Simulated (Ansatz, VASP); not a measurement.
## Two plane-wave programs on NaCl

```
CELL_PARAMETERS angstrom
2.86000 0.00000 0.00000
0.00000 2.86000 0.00000
0.00000 0.00000 2.86000
ATOMIC_POSITIONS crystal
Na 0.00000 0.00000 0.00000
Cl 0.50000 0.50000 0.50000
```

Measurements of this composition are mostly on another form, of space group No. 225.

Alike in both runs: task single point; functional LDA; k mesh 5 × 5 × 5; no spin polarisation.

|  | VASP | Ansatz |
| --- | --- | --- |
| version | VASP 6.6.1 | Ansatz 0.2.0 |
| potentials or method | VASP PAW LDA potentials, release 64 (Na_pv, Cl) | plane waves, PAW |
| plane-wave cutoff (eV) | 520 | 510 |
| occupations | gaussian, width 0.01 eV | fixed |
| valence electrons in the cell | 14 | 16 |

|  | VASP | Ansatz | Ansatz less VASP |
| --- | --- | --- | --- |
| gap on the k mesh at the Fermi level (eV) | 5.15 | 5.10 | -0.051 |

The two sets of potentials don't hold the same shells in valence.

Caveats: the k mesh is coarse (spacing up to 0.44 Å⁻¹), so the values aren't converged; an odd mesh through Γ misses points on the zone boundary, where band edges often lie. Expect the measured gap to be larger: semilocal functionals such as LDA lack the derivative discontinuity.
